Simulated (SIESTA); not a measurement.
Set up this calculation in SIESTA 5.4.2, as an ASE script.

| Property | Result |
| --- | --- |
| Task | single point |
| Functional | optB88-vdW |
| Potentials or basis | PseudoDojo 0.4 standard (PBE files) |
| Basis | DZP (energy shift 0.003 Ry; two zetas on semicore shells) |
| Grid cutoff | 800 Ry |
| Energy shift | 0.003 Ry |
| k mesh | 6 × 6 × 9 |
| Occupations | fermi-dirac, width 0.05 eV |
| Spin | no spin polarisation |

The structure of TaN lies in POSCAR:

```
TaN
1.0
    5.1960000000      0.0000000000      0.0000000000
   -2.5980000000      4.4998679981      0.0000000000
    0.0000000000      0.0000000000      2.9110000000
Ta N
3 3
Direct
    0.0000000000      0.0000000000      0.0000000000
    0.6666666667      0.3333333333      0.5000000000
    0.3333333333      0.6666666667      0.5000000000
    0.0000000000      0.3928500000      0.0000000000
    0.6071500000      0.6071500000      0.0000000000
    0.3928500000      0.0000000000      0.0000000000
```

These files were run (other wordings do the same):

run.py

```python
from ase.io import read
from ase.calculators.siesta import Siesta
from ase.units import Ry, GPa

atoms = read("POSCAR")

fdf = {
    'SCFMustConverge': False,
    'OccupationFunction': 'FD',
    'ElectronicTemperature': '0.05 eV',
    'MaxSCFIterations': '120',
    'SCF.Mixer.Method': 'Pulay',
    'SCF.Mixer.Weight': '0.25',
    'SCF.Mixer.History': '8',
    'SCF.DM.Tolerance': '5.0e-05',
    'SCF.H.Tolerance': '1.0e-03 eV',
    'WriteForces': 'true',
    'Charge.Mulliken': 'end',
    'Charge.Hirshfeld': 'end',
    'Charge.Voronoi': 'end',
    'SaveRho': 'true',
    'SaveElectrostaticPotential': 'true',
    'PAO.Basis': ['Ta.1 5', 'n=5 0 2', '  3.138 0.000', 'n=6 0 2', '  7.687 0.000', 'n=5 1 2', '  3.782 0.000', 'n=6 1 1', '  7.687', 'n=5 2 2', '  7.124 0.000'],
}
calc = Siesta(
    label="TaN",
    command="siesta < PREFIX.fdf > PREFIX.out",
    pseudo_path="pseudos",
    pseudo_qualifier="",
    xc=('VDW', 'KBM'),
    basis_set="DZP",
    mesh_cutoff=800 * Ry,
    energy_shift=0.003 * Ry,
    kpts=[6, 6, 9],
    spin="non-polarized",
    fdf_arguments=fdf,
)
atoms.calc = calc

print(f"energy = {atoms.get_potential_energy():.6f} eV")
free = atoms.get_potential_energy(force_consistent=True)
print(f"free energy = {free:.6f} eV")
print("forces (eV/A):")
print(atoms.get_forces(apply_constraint=False).round(6))
print("stress (GPa, Voigt order, tension positive):", (atoms.get_stress() / GPa).round(4))
```

Potentials or basis: PseudoDojo 0.4 standard (PBE files), DZP (energy shift 0.003 Ry; two zetas on semicore shells).

Launch:

```console
$ python run.py
```

It gave:

```
Pressure               : 10.4 GPa
Largest force          : 0.056 eV/Å
Band gap on the k mesh : none (metal or under the smearing width)
Hirshfeld charges      : Ta +0.26, +0.40; N -0.35 e
Voronoi charges        : Ta +0.35, +0.51; N -0.46 e
```

Caveat: Mulliken charges of long-ranged orbitals can have an unphysical sign; short orbitals over semicore shells can move pressures by several GPa; the potentials were made for another functional, which shifts forces and pressure; the basis of atomic orbitals isn't converged, which shifts pressures, moduli and gaps.

Wall time 2.8 min on 1 thread of Arm Neoverse V2, on a shared host, peak memory 0.61 GiB.
